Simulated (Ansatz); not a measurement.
# AlN (NiAs type): optical response by level, part 2 of 2

How does AlN (NiAs type) absorb light if electrons and holes don't interact? Plan: HSE06 for the gap; optics with PBE on 12×12×6; optics with r2SCAN on 12×12×6; optics with LDA on 12×12×6; optics with PBE and scissors to the HSE06 gap on 12×12×6.

Ansatz 0.2.0; plane waves, PAW; no local fields, no excitons. The steps go on from the part before.

### 5 Optics, LDA

input.yaml

```yaml
crystal:
  lattice:
    - [2.8328531146, 0.0, 0.0]
    - [-1.4164265573, 2.4533227624, 0.0]
    - [0.0, 0.0, 4.8410108389]
  atoms:
    - { symbol: Al, position: [0.0, 0.0, 0.0] }
    - { symbol: Al, position: [0.0, 0.0, 0.5] }
    - { symbol: "N", position: [0.3333333333, 0.6666666667, 0.25] }
    - { symbol: "N", position: [0.6666666667, 0.3333333333, 0.75] }
kpoints:
  mp_grid: { grid: [12, 12, 6] }
hamiltonian:
  xc: lda
scf:
  occupations: { method: fixed }
output:
  optics: { e_range: [0, 20], de: 0.05, sigma: 0.1, bands: auto }
```

On the command line:

```bash
$ ansatz run input.yaml --threads 4 --pin off --max-ram 3686MiB --backend cpu --events-out ev --progress --plain --runs-dir out
```

Standard output:

```text
Warning: RAYON_NUM_THREADS=4 ignored (pool sized by the plan → 4); use --threads N
Engine: ansatz 0.2.0, x86_64-unknown-linux-gnu
Pseudopotentials: kind: paw
Pseudopotential: Al, paw, valence charge 3, recommended cutoff 420 eV (normal), Al.paw.azcp
Pseudopotential: N, paw, valence charge 5, recommended cutoff 420 eV (normal), N.paw.azcp
Functional definition: SPW92
  exchange = slater_x
  correlation = pw_c
Crystal: 4 atoms, lattice volume = 33.645 Å³
Basis set: ecut = 420 eV, 665 PW (Γ)
Bands: 12, of which v1, the nominal top of the filled ones, is band 8 counted from 1 (7 counted from 0)
Symmetry: 24 space group operations
Space group: P63/mmc (ITA 194), of the structure as read, at distance tolerance 3.2e-5 Å
k-points: 76 of 864
Non-local potential: Al, projectors of the file, l = 0: 2, l = 1: 2, l = 2: 1
Non-local potential: N, projectors of the file, l = 0: 2, l = 1: 2, l = 2: 1
PAW form: soft (Blöchl's): semilocal exchange-correlation on the pseudo side does not see the compensation charge
PAW frozen core: Al, regenerated for the run's functional, and the local potential with it (the file was generated under x = pbe(κ = 0.804, μ = 0.2195149727645171), c = pbe(β = 0.06672455060314922))
PAW frozen core: N, regenerated for the run's functional, and the local potential with it (the file was generated under x = pbe(κ = 0.804, μ = 0.2195149727645171), c = pbe(β = 0.06672455060314922))
PAW one-centre angular grid: Al, 110 points (default); XC on 64 Gauss nodes
PAW one-centre angular grid: N, 110 points (default); XC on 64 Gauss nodes
Initial density: superposition of atomic densities (neutral atoms: chi_scale 0, normalization atom), corrected by the library's trained network
Initial wavefunctions: pseudopotential atomic-orbital guess
Functional: x = slater, c = lda
SCF iter   1: F=—  HF=-1778.662257 eV  |F-HF|=—  |Δ(HF+E_count)|=         —  Δρ=1.23e-2  dr2=5.40e-2  ethr=1.77e-3  ⟨swp⟩=5.0  Hψ=5128  notcnv=0  defer=134
preconditioner: auto → none  [insulator: Δε(μ)=4.672 eV  Ē_g=14.122 eV  n_scr=2 (ndim 8)  ℏωp=25.6 eV  f_vac=0.000  ε∞_Penn≈4.3]
SCF iter   2: F=—  HF=-1778.646839 eV  |F-HF|=—  |Δ(HF+E_count)|=   1.54e-2  Δρ=5.88e-3  dr2=6.29e-3  ethr=3.37e-4  ⟨swp⟩=2.6  Hψ=2158  notcnv=0  defer=148
SCF iter   3: F=—  HF=-1778.644767 eV  |F-HF|=—  |Δ(HF+E_count)|=   2.07e-3  Δρ=1.81e-3  dr2=4.30e-4  ethr=3.93e-5  ⟨swp⟩=2.0  Hψ=1519  notcnv=0  defer=146
SCF iter   4: F=—  HF=-1778.644565 eV  |F-HF|=—  |Δ(HF+E_count)|=   2.02e-4  Δρ=1.54e-4  dr2=2.91e-6  ethr=2.69e-6  ⟨swp⟩=3.0  Hψ=1610  notcnv=0  defer=149
SCF iter   5: F=—  HF=-1778.644564 eV  |F-HF|=—  |Δ(HF+E_count)|=   2.27e-7  Δρ=7.82e-6  dr2=8.58e-9  ethr=1.82e-8  ⟨swp⟩=2.4  Hψ=1438  notcnv=0  defer=51
SCF iter   6: F=—  HF=-1778.644565 eV  |F-HF|=—  |Δ(HF+E_count)|=   1.95e-7  Δρ=1.12e-6  dr2=1.46e-10  ethr=5.37e-11  ⟨swp⟩=2.6  Hψ=1520  notcnv=0  defer=21
SCF iter   7: F=-1778.644565 eV  HF=-1778.644565 eV  |F-HF|=4.55e-13  |Δ(HF+E_count)|=  1.41e-11  Δρ=7.81e-8  dr2=1.27e-12  ethr=1.00e-12  ⟨swp⟩=3.5  Hψ=3378  notcnv=0
SCF 1 converged in 7 iterations: F = -1778.644565 eV  dr2 = 1.27e-12
NSCF: frozen V_eff on 76 k-points
Optics k sum: 0 of 76 k-points
[...]
output.optics: what the bands over the 38 summed would add to eps1, eps2 and the energy-loss function is held between a lower and an upper bound (6 Lanczos steps). eps1, eps2 and their loss function (loss_summed_bands) are given on every row as the summed bands alone make them. Along an axis, on a row where the two bounds hold the loss function to about 1 % of the greater of itself and 0.5 % of |1/eps|, its cell (loss_completed) is given, with the completed eps1 and eps2 that it is formed of (a cell that is left empty reads nan in the table and null in the record). The two bounds hold it so along every axis on all 401 rows up to 20.000 eV. The run works to bound the rows up to 33.289 eV and no higher ones: a peak of the loss function over that energy may be left empty with no warning. To have the run work for it, set output.optics.bands.spectra_wanted_up_to to a higher energy. perfect_screening_sum, loss_f_sum_n_eff and, beside carriers, perfect_screening_limit are those of loss_summed_bands: over the bounded function the two sums would run over rows that are not all bounded, and lack what the bands left out lay past the top of the energy grid. Bounded is said of the bands left out alone, which are those that the basis at basis.ecutwfc holds: it says nothing of that cutoff, of the k-point mesh, of what the sum inside its cells errs by (eps2_relative_error), of the factors of all_electron_strengths, nor of how far the SCF is converged. The bands left out are taken at the k-points, and what their mean over the points' cells stands off that by is in neither bound: the run's estimate of it, which the test of a row counts in, is 0.04 % of |eps| at the most among the values given; where the mean stood off by over 0.5 % the points' spread read 0.1 to 3 times that
SCF converged after 7 iterations
Free energy (F): -1778.644565 eV
Harris-Foulkes:  -1778.644565 eV  (|F-HF|=4.55e-13)
Internal energy: -1778.644565 eV  (E = F + TS)
E sigma→0 (E₀):  -1778.644565 eV
Fermi energy:    10.753670 eV
--- Per-component energies (eV) ---
  E_band       = 69.498633
  E_kinetic    = 323.368030
  E_local      = -344.183559  (includes V_loc(G=0)·N_el)
  E_nonlocal   = 112.735332
  E_hartree    = 122.361506
  E_xc         = -203.743316
  E_vxc        = -218.603217  (∫ρ·V_xc dr)
  E_paw        = -1123.198333  (= ΣΔE_a)
  E_vpaw       = -48.541167  (= ΣTr[D̂ρ^β])
  E_aug_tail   = 0.000182  (compensation charges beyond the density's cutoff)
  E_ewald      = -666.255928
  E_core_change = 0.271521  (= ΣΔE_core)
  E_smearing   = -0.000000  (= −TS)
  E_closure    = 0.000000  (closes the sum)
  Σ components = -1778.644565   (vs F -1778.644565, Δ=0.00e0)
--- Band table (eV; the first three rows and the last of 76) ---
  k-point 0: bands = ["-6.6068", "-3.6139", "2.1234", "9.8913", "9.8913", "10.1972", "10.7537", "10.7537", "15.9990", "17.1327", "19.5766", "23.0331"]
  k-point 1: bands = ["-6.4749", "-3.9605", "2.6886", "9.4345", "9.9458", "9.9458", "10.6932", "10.6932", "16.4711", "17.1894", "19.7049", "22.7404"]
  k-point 2: bands = ["-6.0873", "-4.7061", "4.0773", "7.7617", "10.0981", "10.0981", "10.5302", "10.5302", "17.1606", "17.3219", "20.1899", "22.0008"]
  k-point 75: bands = ["-2.4399", "-2.4399", "4.4331", "4.4331", "4.5614", "4.5614", "9.1307", "9.1307", "17.1960", "17.1960", "19.5303", "19.5303"]
```

It took 37 s on 4 threads of AMD EPYC 7R43 (Zen 3), shared host; peak memory 0.81 GiB.

From the head of optics.tsv:

```
# eps_inf(xx yy zz) = 5.374155 5.374155 5.630887
# eps_inf_bands = all
# eps_inf_summed_bands(xx yy zz) = 5.353746 5.353746 5.611878
# eps_inf_completed(xx yy zz) = 5.374155 5.374155 5.630887
# eps2_relative_error = 0.0004
# eps_inf_relative_error = 0.0038
# f_sum_n_eff(xx yy zz) = 13.379594 13.379594 13.507368 of n_electrons = 16.000000
# n_bands = 38
# n_bands_set_by = photon_energy
# valid_up_to_ev = 41.124492
# least_direct_gap_ev = 5.245320e0 at k(fractional) = 0.000000 0.000000 0.000000, k_point = 0, channel = 0, bands = 7 8 (counted from 0)
```

The dielectric function from optics.tsv (yy equals xx), one row in 19 (narrow peaks fall between the rows):

```csv
E (eV),ε₂ xx,ε₂ zz,ε₁ xx,ε₁ zz
5.10,0.00,0.00,7.63,8.00
6.05,0.74,0.49,9.40,10.48
7.00,3.48,4.07,11.81,16.04
7.95,11.13,23.49,13.12,10.15
8.90,15.42,10.02,3.73,-0.70
9.85,9.32,7.78,-1.45,-0.93
10.80,5.94,5.96,-2.09,-0.78
11.75,4.43,7.76,-1.49,1.51
12.70,5.47,5.10,-0.80,-2.98
13.65,4.53,3.34,-4.10,-3.92
14.60,2.37,2.03,-2.69,-2.82
15.55,1.76,1.32,-2.11,-2.20
16.50,1.21,1.09,-1.86,-1.67
17.45,0.91,0.77,-1.30,-1.33
18.40,0.73,0.54,-1.03,-1.04
19.35,0.50,0.37,-0.81,-0.71
```

Tallest peaks of ε₂ (mean of the periodic axes): 16.1 at 8.05 eV, 13.7 at 8.95 eV, 8.8 at 10.10 eV.

### 6 Optics, PBE + 1.52 eV scissors

The scissors of 1.517 eV comes from the difference of HSE06 and PBE direct gaps in separate runs.

input.yaml, as its differences from that of step 5:

```diff
@@ -13,3 +13,3 @@
 hamiltonian:
-  xc: lda
+  xc: pbe
 scf:
@@ -17,2 +17,7 @@
 output:
-  optics: { e_range: [0, 20], de: 0.05, sigma: 0.1, bands: auto }
+  optics:
+    e_range: [0, 20]
+    de: 0.05
+    sigma: 0.1
+    bands: auto
+    scissors: 1.517
```

On the command line:

```bash
$ ansatz run input.yaml --threads 4 --pin off --max-ram 3686MiB --backend cpu --events-out ev --progress --plain --runs-dir out
```

Standard output:

```text
Warning: RAYON_NUM_THREADS=4 ignored (pool sized by the plan → 4); use --threads N
Engine: ansatz 0.2.0, x86_64-unknown-linux-gnu
Pseudopotentials: kind: paw
Pseudopotential: Al, paw, valence charge 3, recommended cutoff 420 eV (normal), Al.paw.azcp
Pseudopotential: N, paw, valence charge 5, recommended cutoff 420 eV (normal), N.paw.azcp
Functional definition: PBE
  parameter kappa = 0.804
  parameter beta = 0.06672455060314922
  exchange = pbe_x(kappa = kappa, mu = beta*pi^2/3)
  correlation = pbe_c(beta = beta)
Crystal: 4 atoms, lattice volume = 33.645 Å³
Basis set: ecut = 420 eV, 665 PW (Γ)
Bands: 12, of which v1, the nominal top of the filled ones, is band 8 counted from 1 (7 counted from 0)
Symmetry: 24 space group operations
Space group: P63/mmc (ITA 194), of the structure as read, at distance tolerance 3.2e-5 Å
k-points: 76 of 864
Non-local potential: Al, projectors of the file, l = 0: 2, l = 1: 2, l = 2: 1
Non-local potential: N, projectors of the file, l = 0: 2, l = 1: 2, l = 2: 1
PAW form: soft (Blöchl's): semilocal exchange-correlation on the pseudo side does not see the compensation charge
PAW one-centre angular grid: Al, 110 points (default); XC on 64 Gauss nodes
PAW one-centre angular grid: N, 110 points (default); XC on 64 Gauss nodes
Initial density: superposition of atomic densities (neutral atoms: chi_scale 0, normalization atom), corrected by the library's trained network
Initial wavefunctions: pseudopotential atomic-orbital guess
Functional: x = pbe(κ = 0.804, μ = 0.2195149727645171), c = pbe(β = 0.06672455060314922)
SCF iter   1: F=—  HF=-1847.181094 eV  |F-HF|=—  |Δ(HF+E_count)|=         —  Δρ=3.81e-3  dr2=4.05e-3  ethr=1.77e-3  ⟨swp⟩=5.1  Hψ=5123  notcnv=0  defer=135
preconditioner: auto → none  [insulator: Δε(μ)=4.881 eV  Ē_g=14.332 eV  n_scr=2 (ndim 8)  ℏωp=25.6 eV  f_vac=0.000  ε∞_Penn≈4.2]
SCF iter   2: F=—  HF=-1847.180323 eV  |F-HF|=—  |Δ(HF+E_count)|=   7.71e-4  Δρ=1.67e-3  dr2=4.92e-4  ethr=2.53e-5  ⟨swp⟩=2.7  Hψ=2196  notcnv=0  defer=150
SCF iter   3: F=—  HF=-1847.180273 eV  |F-HF|=—  |Δ(HF+E_count)|=   5.04e-5  Δρ=6.73e-4  dr2=4.79e-5  ethr=3.07e-6  ⟨swp⟩=2.0  Hψ=1447  notcnv=0  defer=144
SCF iter   4: F=—  HF=-1847.180315 eV  |F-HF|=—  |Δ(HF+E_count)|=   4.24e-5  Δρ=7.62e-5  dr2=5.18e-7  ethr=2.99e-7  ⟨swp⟩=2.0  Hψ=1520  notcnv=0  defer=71
SCF iter   5: F=—  HF=-1847.180317 eV  |F-HF|=—  |Δ(HF+E_count)|=   2.09e-6  Δρ=4.53e-6  dr2=2.07e-9  ethr=3.24e-9  ⟨swp⟩=2.9  Hψ=1635  notcnv=0  defer=27
SCF iter   6: F=—  HF=-1847.180317 eV  |F-HF|=—  |Δ(HF+E_count)|=   5.28e-9  Δρ=4.91e-7  dr2=2.38e-11  ethr=1.29e-11  ⟨swp⟩=2.2  Hψ=1460  notcnv=0  defer=27
SCF iter   7: F=-1847.180317 eV  HF=-1847.180317 eV  |F-HF|=6.82e-13  |Δ(HF+E_count)|=  1.86e-11  Δρ=1.39e-8  dr2=2.42e-14  ethr=1.00e-12  ⟨swp⟩=3.9  Hψ=3677  notcnv=0
SCF 1 converged in 7 iterations: F = -1847.180317 eV  dr2 = 2.42e-14
NSCF: frozen V_eff on 76 k-points
Optics k sum: 0 of 76 k-points
[...]
output.optics: what the bands over the 37 summed would add to eps1, eps2 and the energy-loss function is held between a lower and an upper bound (7 Lanczos steps). eps1, eps2 and their loss function (loss_summed_bands) are given on every row as the summed bands alone make them. Along an axis, on a row where the two bounds hold the loss function to about 1 % of the greater of itself and 0.5 % of |1/eps|, its cell (loss_completed) is given, with the completed eps1 and eps2 that it is formed of (a cell that is left empty reads nan in the table and null in the record). The two bounds hold it so along every axis on all 401 rows up to 20.000 eV. The run works to bound the rows up to 33.289 eV and no higher ones: a peak of the loss function over that energy may be left empty with no warning. To have the run work for it, set output.optics.bands.spectra_wanted_up_to to a higher energy. perfect_screening_sum, loss_f_sum_n_eff and, beside carriers, perfect_screening_limit are those of loss_summed_bands: over the bounded function the two sums would run over rows that are not all bounded, and lack what the bands left out lay past the top of the energy grid. Bounded is said of the bands left out alone, which are those that the basis at basis.ecutwfc holds: it says nothing of that cutoff, of the k-point mesh, of what the sum inside its cells errs by (eps2_relative_error), of the factors of all_electron_strengths, nor of how far the SCF is converged. The bands left out are taken at the k-points, and what their mean over the points' cells stands off that by is in neither bound: the run's estimate of it, which the test of a row counts in, is 0.02 % of |eps| at the most among the values given; where the mean stood off by over 0.5 % the points' spread read 0.1 to 3 times that
SCF converged after 7 iterations
Free energy (F): -1847.180317 eV
Harris-Foulkes:  -1847.180317 eV  (|F-HF|=6.82e-13)
Internal energy: -1847.180317 eV  (E = F + TS)
E sigma→0 (E₀):  -1847.180317 eV
Fermi energy:    11.045367 eV
--- Per-component energies (eV) ---
  E_band       = 73.461870
  E_kinetic    = 324.625437
  E_local      = -342.606381  (includes V_loc(G=0)·N_el)
  E_nonlocal   = 108.915105
  E_hartree    = 123.882114
  E_xc         = -206.059300
  E_vxc        = -219.346908  (∫ρ·V_xc dr)
  E_paw        = -1189.681556  (= ΣΔE_a)
  E_vpaw       = -45.889805  (= ΣTr[D̂ρ^β])
  E_aug_tail   = 0.000194  (compensation charges beyond the density's cutoff)
  E_ewald      = -666.255928
  E_smearing   = -0.000000  (= −TS)
  E_closure    = -0.000000  (closes the sum)
  Σ components = -1847.180317   (vs F -1847.180317, Δ=0.00e0)
--- Band table (eV; the first three rows and the last of 76) ---
  k-point 0: bands = ["-6.4532", "-3.5349", "2.4568", "10.1849", "10.1849", "10.4895", "11.0454", "11.0454", "16.2147", "17.4281", "19.9733", "23.5078"]
  k-point 1: bands = ["-6.3228", "-3.8655", "3.0065", "9.7186", "10.2394", "10.2394", "10.9850", "10.9850", "16.7027", "17.4843", "20.1009", "23.2034"]
  k-point 2: bands = ["-5.9404", "-4.5863", "4.3718", "8.0390", "10.3913", "10.3913", "10.8221", "10.8221", "17.4215", "17.6143", "20.5860", "22.4362"]
  k-point 75: bands = ["-2.3960", "-2.3960", "4.7599", "4.7599", "4.8838", "4.8838", "9.4257", "9.4257", "17.5786", "17.5786", "20.0135", "20.0135"]
```

Run time: 37 s. Hardware: 4 threads of AMD EPYC 7R43 (Zen 3), shared host; peak memory 0.79 GiB.

From the head of optics.tsv:

```
# eps_inf(xx yy zz) = 4.731855 4.731855 4.929091
# eps_inf_bands = all
# eps_inf_summed_bands(xx yy zz) = 4.710948 4.710948 4.909885
# eps_inf_completed(xx yy zz) = 4.731855 4.731855 4.929091
# eps2_relative_error = 0.0004
# eps_inf_relative_error = 0.0037
# f_sum_n_eff(xx yy zz) = 13.348575 13.348575 13.494632 of n_electrons = 16.000000
# n_bands = 37
# n_bands_set_by = photon_energy
# valid_up_to_ev = 42.470805
# least_direct_gap_ev = 5.169308e0 at k(fractional) = 0.000000 0.000000 0.000000, k_point = 0, channel = 0, bands = 7 8 (counted from 0)
```

The dielectric function from optics.tsv (yy equals xx), one row in 10 (narrow peaks fall between the rows):

```
E (eV)  ε₂ xx  ε₂ zz  ε₁ xx  ε₁ zz
  6.50   0.00   0.00   7.09   7.40
  7.00   0.46   0.01   7.89   8.31
  7.50   0.74   0.49   8.70   9.69
  8.00   1.95   1.01  10.47  11.55
  8.50   3.42   3.32  11.20  14.74
  9.00   6.33  11.12  11.02  16.48
  9.50   9.67  22.28  12.83  11.61
 10.00  14.02  13.84   8.17  -2.60
 10.50  15.12   9.55   3.76  -0.71
 11.00  11.91   9.11  -1.05  -1.16
 11.50   9.14   7.57  -1.51  -1.02
 12.00   7.80   6.58  -3.08  -1.22
 12.50   5.68   5.63  -1.82  -0.79
 13.00   5.37   5.74  -2.22   0.23
 13.50   4.26   8.58  -1.18   1.01
 14.00   5.42   6.91  -0.99  -4.39
 14.50   5.89   5.50  -1.18  -2.99
 15.00   5.46   4.30  -2.84  -4.01
 15.50   3.38   2.81  -3.92  -3.68
 16.00   2.61   2.25  -2.90  -3.02
 16.50   2.17   1.84  -2.53  -2.66
 17.00   1.86   1.51  -2.27  -2.51
 17.50   1.59   1.20  -2.03  -1.96
 18.00   1.39   1.16  -1.98  -1.78
 18.50   1.04   0.97  -1.64  -1.63
 19.00   0.93   0.80  -1.40  -1.44
 19.50   0.86   0.69  -1.23  -1.24
 20.00   0.74   0.56  -1.09  -1.12
```

Tallest peaks of ε₂ (mean of the periodic axes): 15.7 at 9.65 eV, 13.4 at 10.55 eV, 8.7 at 11.75 eV.

### 7 The levels side by side

| level | mesh | least direct gap on the mesh (eV) | ε∞ | tallest peak of ε₂ | time |
| --- | --- | --- | --- | --- | --- |
| PBE | 12×12×6 | 5.17 | 5.31 (xx, yy), 5.55 (zz) | 15.7 at 8.15 eV | 38 s |
| r2SCAN | 12×12×6 | 5.91 | 4.78 (xx, yy), 4.95 (zz) | 14.6 at 9.00 eV | 48 s |
| LDA | 12×12×6 | 5.25 | 5.37 (xx, yy), 5.63 (zz) | 16.1 at 8.05 eV | 37 s |
| PBE + 1.52 eV scissors | 12×12×6 | 6.69 | 4.73 (xx, yy), 4.93 (zz) | 15.7 at 9.65 eV | 37 s |

### 8 Outcome

What follows sums up all 2 parts.

| quantity | value |
| --- | --- |
| ε∞, PBE | 5.31 (xx, yy), 5.55 (zz) |
| ε∞, r2SCAN | 4.78 (xx, yy), 4.95 (zz) |
| ε∞, LDA | 5.37 (xx, yy), 5.63 (zz) |
| ε∞, PBE + 1.52 eV scissors | 4.73 (xx, yy), 4.93 (zz) |
| tallest peak of ε₂, PBE | 15.7 at 8.15 eV |
| tallest peak of ε₂, r2SCAN | 14.6 at 9.00 eV |
| tallest peak of ε₂, LDA | 16.1 at 8.05 eV |
| tallest peak of ε₂, PBE + 1.52 eV scissors | 15.7 at 9.65 eV |
| HSE06 direct gap | 6.69 eV |

What this shows: From PBE to PBE + 1.52 eV scissors the direct gap grows from 5.17 to 6.69 eV, and ε∞ goes from 5.39 to 4.80 (mean of the axes). The response is anisotropic: with PBE ε∞ is 5.31 (xx, yy), 5.55 (zz). Local fields and excitons are left out: both change ε∞, and without excitons the onset lacks its lines.
